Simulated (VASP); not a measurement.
Here is a VASP 6.6.1 calculation.

The input INCAR:

```
PREC = Accurate
ENCUT = 600
EDIFF = 1E-6
ISMEAR = 0
SIGMA = 0.03
LREAL = False
LASPH = True
NELM = 150
ALGO = Normal
ISIF = 3
LWAVE = False
LCHARG = False
ISPIN = 2
MAGMOM = 5 -5 0 0
LORBIT = 11
LMAXMIX = 4
METAGGA = R2SCAN
LMIXTAU = True
IBRION = 2
NSW = 90
EDIFFG = -0.01
AMIX = 0.2
BMIX = 1E-4
AMIX_MAG = 0.8
BMIX_MAG = 1E-4
```

KPOINTS

```
regular mesh
0
Gamma
  10 10 8
```

File POSCAR:

```
MnO
1.0
    0.0000000000      2.2230000000     -2.2230000000
    0.0000000000      2.2230000000      2.2230000000
    4.4460000000      0.0000000000      0.0000000000
Mn O
2 2
Direct
    0.0000000000      0.0000000000      0.0000000000
    0.5000000000      0.5000000000      0.5000000000
    0.0000000000      0.0000000000      0.5000000000
    0.5000000000      0.5000000000      0.0000000000
```

Potentials or basis: VASP PAW PBE potentials, release 64 (Mn_pv, O).

Command:

```console
$ cat potpaw_PBE.64/Mn_pv/POTCAR potpaw_PBE.64/O/POTCAR > POTCAR
$ mpirun -np 1 vasp_std > vasp.out
```

Estimate the net moment.

0.00 μB per cell.

What does it give for the relaxed volume?

10.86 Å³/atom.

Estimate the relaxed cell.

a = 3.141 Å, b = 3.141 Å, c = 4.403 Å, α = 90.00°, β = 90.00°, γ = 90.00°.

Predict the site moments.

Mn +4.52, -4.52; O -0.08, +0.08 μB.

Final structure:
```cif
data_structure
_symmetry_space_group_name_H-M 'P 1'
_symmetry_Int_Tables_number 1
_cell_length_a 3.1410
_cell_length_b 3.1410
_cell_length_c 4.4027
_cell_angle_alpha 90.000
_cell_angle_beta 90.000
_cell_angle_gamma 90.000
_cell_volume 43.44
loop_
_atom_site_label
_atom_site_type_symbol
_atom_site_fract_x
_atom_site_fract_y
_atom_site_fract_z
_atom_site_occupancy
Mn1 Mn 0.00000 0.00000 0.00000 1
Mn2 Mn 0.50000 0.50000 0.50000 1
O1 O 0.00000 0.00000 0.50000 1
O2 O 0.50000 0.50000 0.00000 1
```

Caveat: the PAW data sets were made with another functional, which shifts forces and pressure a little.
